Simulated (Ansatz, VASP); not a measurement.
Pd: VASP beside Ansatz

The input INCAR:

```
SYSTEM = Pd
ALGO = Normal
EDIFF = 1E-6
ENCUT = 520
GGA = PS
ISIF = 2
ISMEAR = 0
LASPH = .True.
LCHARG = .False.
LREAL = .False.
LWAVE = .False.
NBANDS = 11
NELM = 80
PREC = Accurate
SIGMA = 0.15
```

File KPOINTS:

```
k-points
0
Gamma
  20 20 20
  0 0 0
```

Contents of POSCAR:

```
Pd
1.0
    0.0000000000      1.9449000000      1.8476550000
    1.9449000000      0.0000000000      1.8476550000
    1.9449000000      1.9449000000      0.0000000000
Pd
1
Direct
    0.0000000000      0.0000000000      0.0000000000
```

Input for Ansatz:

```yaml
crystal:
  lattice:
    - [0.0, 1.9449, 1.847655]
    - [1.9449, 0.0, 1.847655]
    - [1.9449, 1.9449, 0.0]
  atoms:
    - { symbol: Pd, position: [0.0, 0.0, 0.0] }
basis:
  ecutwfc: 420
kpoints:
  mp_grid: { grid: [20, 20, 20] }
hamiltonian:
  xc: pbesol
scf:
  occupations: { method: gaussian, width: 0.15 }
output:
  forces: true
  stress: true
  eigenvalues: true
```

Change from the starting cell: strain +0.000 along x and y, -0.050 along z, atoms carried along.

Alike in both runs: task single point; functional PBEsol; k mesh 20 × 20 × 20; occupations gaussian, width 0.15 eV; no spin polarisation.

```csv
,VASP,Ansatz
version,VASP 6.6.1,Ansatz 0.2.0
potentials or method,"VASP PAW PBE potentials, release 64 (Pd)","scalar-relativistic, plane waves, PAW"
plane-wave cutoff (eV),520,420
valence electrons in the cell,10,18
```

```csv
,VASP,Ansatz,Ansatz less VASP
gap on the k mesh at the Fermi level (eV),none,none,-
pressure (GPa),9.0,9.4,+0.40
largest component of the traceless stress (GPa),1.90,1.92,+0.021
```

A gap of «none» marks a metal or a gap that the smearing closes. The functional is the same, so the differences come from potentials, cutoffs and numerics. The two sets of potentials don't hold the same shells in valence.

Caveats: the PAW data sets were made with another functional, which shifts forces and pressure a little (VASP).
